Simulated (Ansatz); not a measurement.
Wanted: the native input for an Ansatz 0.2.0 run.

* Task: single point
* Functional: LDA
* Potentials or basis: Ansatz PAW
* Cutoff: 420 eV (not typed: the program's choice for these potentials)
* k mesh: 11 × 11 × 11
* Occupations: gaussian, width 0.05 eV
* Spin: no spin polarisation

The system is Ta.

```
Ta
1.0
    -1.65128    1.65128    1.65128
     1.65128   -1.65128    1.65128
     1.65128    1.65128   -1.65128
Ta
1
Direct
  0.00000 0.00000 0.00000
```

The input as run:

input.yaml

```yaml
crystal:
  lattice:
    - [-1.65128, 1.65128, 1.65128]
    - [1.65128, -1.65128, 1.65128]
    - [1.65128, 1.65128, -1.65128]
  atoms:
    - { symbol: Ta, position: [0.0, 0.0, 0.0] }
hamiltonian:
  xc: lda
  pseudopotentials: { kind: paw }
kpoints:
  mp_grid: { grid: [11, 11, 11] }
scf:
  occupations: { method: gaussian, width: 0.05 }
output:
  forces: true
  stress: true
  eigenvalues: true
```

Potentials or basis: Ansatz PAW.

Run with:

```bash
$ ansatz run input.yaml --threads 2 --pin off --max-ram 5632MiB --backend cpu --events-out ev --progress --plain --runs-dir out
```

It gave:

```yaml
Pressure: -9.5 GPa
Band_gap_on_the_k_mesh: none (metal or under the smearing width)
```

Caveat: the PAW data sets come from PBE, with cores solved anew for the run's functional, which leaves a small shift of forces and pressure.

Run time: 0.68 s on 2 threads of Intel(R) Xeon(R) Processor @ 2.70GHz (shared host), peak memory 0.28 GiB.
